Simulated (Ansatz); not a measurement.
## Arsenic (diamond) across density functionals

All rows: Ansatz, plane waves with scalar-relativistic PAW, 420 eV (500 eV for the SCAN forms), relaxed under each functional, no dispersion correction, no zero-point motion. B₀ comes from uniform scaling at fixed shape; a dash is a value not given.

```tsv
functional	V (Å³/atom)	cell	B₀ (GPa)	magnetic state	ΔE to grey arsenic (A7) (meV/atom)
PBE	28.60	a = 6.116 Å	46	spin not included	317
r²SCAN	27.93	a = 6.068 Å	50	spin not included	424
PBEsol	27.19	a = 6.014 Å	51	spin not included	388
LDA	26.55	a = 5.967 Å	53	spin not included	403
revPBE	29.29	a = 6.165 Å	43	spin not included	358
RPBE	29.55	a = 6.184 Å	42	spin not included	365
BLYP	30.72	a = 6.264 Å	40	spin not included	302
```

LDA gives the smallest volume and BLYP the largest.
